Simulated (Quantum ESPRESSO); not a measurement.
## Sb: equation of state with LDA

The system is Sb.

```
CELL_PARAMETERS angstrom
0.00000 2.37124 2.37124
2.37124 0.00000 2.37124
2.37124 2.37124 0.00000
ATOMIC_POSITIONS crystal
Sb 0.00000 0.00000 0.00000
```

This isn't the form of Sb at room conditions, which is rhombohedral.

```json
{
  "Program": "Quantum ESPRESSO 7.5",
  "Task": "equation of state",
  "Functional": "LDA",
  "Potentials or basis": "GBRV 1.5 LDA",
  "Cutoff": "612 eV",
  "Density cutoff": "4898 eV",
  "k mesh": "10 × 10 × 10",
  "Occupations": "fermi-dirac, width 0.05 eV",
  "Spin": "no spin polarisation",
  "Form of the LDA correlation": "PZ81",
  "Mixing beta": "0.5",
  "Most SCF iterations": "120",
  "SCF threshold": "2e-10 Ry"
}
```

```
Equilibrium volume                      : 25.76 Å³/atom
Bulk modulus                            : 66 GPa
Pressure derivative of the bulk modulus : 3.2
```

Energy against volume, from the lowest point:
```csv
volume (Å³/atom),energy (meV/atom)
25.066,3.82
25.599,0.00
26.133,0.97
26.666,6.09
27.199,15.25
27.733,27.94
28.266,44.00
```

All runs of the series together: 30 s on 2 threads of Intel(R) Xeon(R) 6975P-C (Granite Rapids), on a shared host.

Spin-orbit coupling is left out, which matters for the levels of Sb.
